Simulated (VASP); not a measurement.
# Mg (P6/mmm) in VASP: single point with PBEsol

Aim: the single point of Mg with PBEsol.

Everything below comes from runs of VASP 6.6.1. Logs are shortened: lines on timing, memory, paths and dates and some standing lists are left out, and cuts for length are marked.

## 1. Starting point

The structure is hexagonal, space group P6/mmm (No. 191). The conventional cell has a = 3.085 Å, b = 3.085 Å, c = 3.523 Å, α = 90.00°, β = 90.00°, γ = 120.00°. Around Mg (site symmetry 6/mmm) lie 8 Mg at 3.08 to 3.52 Å.

This isn't the form of Mg at room conditions, which is hcp.

## 2. Single point, PBEsol

The input, INCAR:

```
SYSTEM = Mg
ALGO = Normal
EDIFF = 1E-6
ENCUT = 520
GGA = PS
ISIF = 2
ISMEAR = -1
LASPH = .True.
LCHARG = .False.
LREAL = .False.
LWAVE = .False.
NBANDS = 7
NELM = 100
PREC = Accurate
SIGMA = 0.05
```

The input, KPOINTS:

```
k-points
0
Gamma
  11 11 8
  0 0 0
```

The input, POSCAR:

```
Mg
1.0
    3.0850000000      0.0000000000      0.0000000000
   -1.5425000000      2.6716880000      0.0000000000
    0.0000000000      0.0000000000      3.5230000000
Mg
1
Direct
    0.0000000000      0.0000000000      0.0000000000
```

Potentials or basis: VASP PAW PBE potentials, release 64 (Mg).

Run with:

```sh
> cat potpaw_PBE.64/Mg/POTCAR > POTCAR
> mpirun -np 1 vasp_std > vasp.out
```

OUTCAR:

```text
SYSTEM = Mg
   EDIFF = 1E-6
   ENCUT = 520
   GGA = PS
   ISIF = 2
   ISMEAR = -1
   LASPH = .True.
   LREAL = .False.
   NELM = 100
   PREC = Accurate

 ion  position               nearest neighbor table
   1  0.000  0.000  0.000-

  LATTYP: Found a hexagonal cell.
 ALAT       =     3.0850000000
 C/A-ratio  =     1.1419773096

  Lattice vectors:

 A1 = (   3.0850000000,   0.0000000000,   0.0000000000)
 A2 = (  -1.5425000000,   2.6716880000,   0.0000000000)
 A3 = (   0.0000000000,   0.0000000000,   3.5230000000)

Analysis of symmetry for initial positions (statically):
=====================================================================
 Subroutine PRICEL returns:
 Original cell was already a primitive cell.

 Routine SETGRP: Setting up the symmetry group for a
 hexagonal supercell.

 Subroutine GETGRP returns: Found 24 space group operations
 (whereof 24 operations were pure point group operations)
 out of a pool of 24 trial point group operations.

The static configuration has the point symmetry D_6h.

Analysis of symmetry for dynamics (positions and initial velocities):
=====================================================================
 Subroutine PRICEL returns:
 Original cell was already a primitive cell.

 Routine SETGRP: Setting up the symmetry group for a
 hexagonal supercell.

 Subroutine GETGRP returns: Found 24 space group operations
 (whereof 24 operations were pure point group operations)
 out of a pool of 24 trial point group operations.

The dynamic configuration has the point symmetry D_6h.

 Subroutine INISYM returns: Found 24 space group operations
 (whereof 24 operations are pure point group operations),
 and found     1 'primitive' translations

----------------------------------------------------------------------------------------

                                     Primitive cell

  volume of cell :      29.0371

  direct lattice vectors                    reciprocal lattice vectors
     3.085000000  0.000000000  0.000000000     0.324149109  0.187147601  0.000000000
    -1.542500000  2.671688000  0.000000000     0.000000000  0.374295202  0.000000000
     0.000000000  0.000000000  3.523000000     0.000000000  0.000000000  0.283848992

  length of vectors
     3.085000000  3.084999679  3.523000000     0.374295163  0.374295202  0.283848992

  position of ions in fractional coordinates (direct lattice)
     0.000000000  0.000000000  0.000000000

  ion indices of the primitive-cell ions
   primitive index   ion index
                 1           1

----------------------------------------------------------------------------------------

 KPOINTS: k-points

Automatic generation of k-mesh.
 Grid dimensions read from file:
 generate k-points for:   11   11    8

 Generating k-lattice:

  Cartesian coordinates                     Fractional coordinates (reciprocal lattice)
     0.029468101  0.017013418  0.000000000     0.090909091  0.000000000  0.000000000
     0.000000000  0.034026837  0.000000000     0.000000000  0.090909091  0.000000000
     0.000000000  0.000000000  0.035481124     0.000000000  0.000000000  0.125000000

  Length of vectors
     0.034026833  0.034026837  0.035481124

  Shift w.r.t. Gamma in fractional coordinates (k-lattice)
     0.000000000  0.000000000  0.000000000

 Subroutine IBZKPT returns following result:
 ===========================================

 Found     80 irreducible k-points:

 Following reciprocal coordinates:
            Coordinates               Weight
  0.000000  0.000000  0.000000      1.000000
  0.090909  0.000000  0.000000      6.000000
  0.181818  0.000000  0.000000      6.000000
  0.272727  0.000000  0.000000      6.000000
  0.363636  0.000000  0.000000      6.000000
  0.454545 -0.000000  0.000000      6.000000
[... 16 lines left out ...]
  0.090909  0.090909  0.125000     12.000000
  0.181818  0.090909  0.125000     24.000000
 [... further k-points ...]
   k-points           NKPTS =     80   k-points in BZ     NKDIM =     80   number of bands    NBANDS=      7
   number of dos      NEDOS =    301   number of ions     NIONS =      1
   total plane-waves  NPLWV =  16128
   dimension x,y,z NGX =    24 NGY =   24 NGZ =   28
   dimension x,y,z NGXF=    48 NGYF=   48 NGZF=   56
   ions per type =               1
   NGX,Y,Z   is equivalent  to a cutoff of  12.93, 12.93, 13.21 a.u.
   NGXF,Y,Z  is equivalent  to a cutoff of  25.87, 25.87, 26.43 a.u.
 SYSTEM =  Mg
   PREC   = accura    normal or accurate (medium, high low for compatibility)
   ISTART =      0    job   : 0-new  1-cont  2-samecut
   ICHARG =      2    charge: 1-file 2-atom 10-const
   ISPIN  =      1    spin polarized calculation?
   LNONCOLLINEAR =      F non collinear calculations
   LSORBIT =      F    spin-orbit coupling
   LASPH  =      T    aspherical Exc in radial PAW
   ENCUT  =  520.0 eV  38.22 Ry    6.18 a.u.   5.74  5.74  6.55*2*pi/ulx,y,z
   NELM   =    100;   NELMIN=  2; NELMDL= -5     # of ELM steps
   EDIFF  = 0.1E-05   stopping-criterion for ELM
   LREAL  =      F    real-space projection
   EDIFFG = 0.1E-04   stopping-criterion for IOM
   NSW    =      0    number of steps for IOM
   IBRION =     -1    ionic relax: 0-MD 1-quasi-New 2-CG
   NFREE  =      0    steps in history (QN), initial steepest desc. (CG)
   ISIF   =      2    stress and relaxation
   ISYM   =      2    0-nonsym 1-usesym 2-fastsym
   POTIM  = 0.5000    time-step for ionic-motion
   TEBEG  =    0.0;   TEEND  =   0.0 temperature during run
   PSTRESS=    0.0 pullay stress
   NELECT =       2.0000    total number of electrons
   NUPDOWN=      -1.0000    fix difference up-down
   EMIN   =  10.00;   EMAX   =-10.00  energy-range for DOS
   EFERMI =   0.00;   METHOD = LEGACY
   ISMEAR =    -1;   SIGMA  =   0.05  broadening in eV -4-tet -1-fermi 0-gaus
   EFERMI_NEDOS =   21; number of points for ismear=-14 and -15
   IALGO  =     38    algorithm
   IMIX   =      4    mixing-type and parameters
     AMIX     =   0.40;   BMIX     =  1.00
     AMIX_MAG =   1.60;   BMIX_MAG =  1.00
  volume/ion in A,a.u.               =      29.04       195.95
  Fermi-wavevector in a.u.,A,eV,Ry     =   0.671069  1.268136  6.127155  0.450333
  Thomas-Fermi vector in A             =   1.746777
   LORBIT       =      0    0 simple, 1 ext, 2 COOP (PROOUT), +10 PAW based schemes
   GGA     = PS    functional components
   LHFCALC =     F    Hartree Fock is set to
   AEXX    =    0.0000 exact exchange contribution
   IVDW    =     0    specifies the selected vdW correction
   LEPSILON=     F    determine dielectric tensor
   LRPA    =     F    only Hartree local field effects (RPA)
 non-spin polarized calculation
  energy-cutoff  :      520.00
  volume of cell :       29.04
 maximum number of plane-waves:       806
 NGX is ok and might be reduce to    24
   NGX = 11   NGY = 11   NGZ = 13

 number of electron       2.0000000 magnetization

 Free energy of the ion-electron system (eV)
  ---------------------------------------------------
  ext. energy  EPLUGINS =         0.00000000
  ---------------------------------------------------
  free energy    TOTEN  =        -1.42231695 eV

  energy without entropy =       -1.41751399  energy(sigma->0) =       -1.41991547

 E-fermi :   1.4495     XC(G=0):  -7.7678

 val. band max:        1.4209824595   @ k =   0.2727   0.0909   0.5000
 cond. band min:       1.4758567150   @ k =   0.1818   0.0909   0.3750
 fundamental gap:      0.0548742554
 Fermi energy:         1.4495217976

 k-point     1 :       0.0000    0.0000    0.0000
  band No.  band energies     occupation
      1      -4.5804      2.00000
      2       6.8252      0.00000
      3       7.3254      0.00000
      4      14.1662      0.00000
      5      14.1662      0.00000
      6      15.2598      0.00000
      7      15.2598      0.00000

 k-point     2 :       0.0909    0.0000    0.0000
  band No.  band energies     occupation
      1      -4.4059      2.00000
      2       6.9780      0.00000
      3       7.4410      0.00000
      4      11.8883      0.00000
      5      13.1700      0.00000
      6      14.7138      0.00000
      7      16.5479      0.00000

 k-point     3 :       0.1818    0.0000    0.0000
  band No.  band energies     occupation
      1      -3.8844      2.00000
      2       7.4368      0.00000
      3       7.5797      0.00000
      4       9.2885      0.00000
      5      12.0558      0.00000
      6      13.6005      0.00000
      7      18.5283      0.00000

 k-point     4 :       0.2727    0.0000    0.0000
  band No.  band energies     occupation
      1      -3.0216      2.00000
      2       5.9706      0.00000
      3       8.2030      0.00000
      4       8.8363      0.00000
      5      11.2041      0.00000
      6      12.7782      0.00000
      7      16.6368      0.00000

 k-point     5 :       0.3636    0.0000    0.0000
  band No.  band energies     occupation
      1      -1.8277      2.00000
      2       3.6536      0.00000
      3       9.2781      0.00000
      4       9.3537      0.00000
      5      10.6344      0.00000
      6      12.5131      0.00000
      7      14.3641      0.00000
[... 161 lines left out ...]
 k-point    22 :       0.4545   -0.0000    0.1250
  band No.  band energies     occupation
      1      -0.1558      2.00000
      2       1.7369      0.00636
      3       8.3605      0.00000
      4       9.8442      0.00000
      5      10.5033      0.00000
      6      11.6948      0.00000
      7      15.0045      0.00000

 k-point    23 :       0.0909    0.0909    0.1250
  band No.  band energies     occupation
      1      -3.8773      2.00000
      2       4.9378      0.00000
      3       9.9363      0.00000
      4      10.2704      0.00000
      5      11.8674      0.00000
      6      16.0841      0.00000
      7      16.0933      0.00000

 k-point    24 :       0.1818    0.0909    0.1250
  band No.  band energies     occupation
      1      -3.1860      2.00000
      2       5.5022      0.00000
      3       7.7474      0.00000
      4       9.4636      0.00000
      5      11.7019      0.00000
      6      14.9562      0.00000
      7      16.7322      0.00000

 [... further k-points ...]

------------------------ aborting loop because EDIFF is reached ----------------------------------------

  FORCE on cell =-STRESS in cart. coord.  units (eV):
  Direction    XX          YY          ZZ          XY          YZ          ZX
  --------------------------------------------------------------------------------------
  -------------------------------------------------------------------------------------
  Total       -0.1811555     -0.1811555     -0.7046703      0.0000000     -0.0000000     -0.0000000
  in kB       -9.9955942     -9.9955914    -38.8814978      0.0000000     -0.0000000     -0.0000000
  external PRESSURE =     -19.6242278 kB  Pullay stress =       0.0000000 kB

 VOLUME and BASIS-vectors are now :
 -----------------------------------------------------------------------------
  energy-cutoff  :      520.00
  volume of cell :       29.04
      direct lattice vectors                 reciprocal lattice vectors
     3.085000000  0.000000000  0.000000000     0.324149109  0.187147601  0.000000000
    -1.542500000  2.671688000  0.000000000     0.000000000  0.374295202  0.000000000
     0.000000000  0.000000000  3.523000000     0.000000000  0.000000000  0.283848992

 POSITION                                       TOTAL-FORCE (eV/Angst)
 -----------------------------------------------------------------------------------
      0.00000      0.00000      0.00000        -0.000000      0.000000      0.000000
 -----------------------------------------------------------------------------------
    total drift:                                0.000000      0.000000      0.000000

  FREE ENERGIE OF THE ION-ELECTRON SYSTEM (eV)
  ---------------------------------------------------
  free  energy   TOTEN  =        -1.4223169495 eV

  energy  without entropy=       -1.4175139878  energy(sigma->0) =       -1.41991547
```

It took 5.3 s on 1 thread of Intel Xeon Platinum 8488C (Sapphire Rapids), shared host; peak memory 0.15 GiB.

What came out:

| Item | Value |
| --- | --- |
| Free energy | -1.4223 eV |
| Pressure | -2.0 GPa |
| Band gap on the k mesh | none (metal or under the smearing width) |

Caveat: the PAW data sets were made with another functional, which shifts forces and pressure a little.
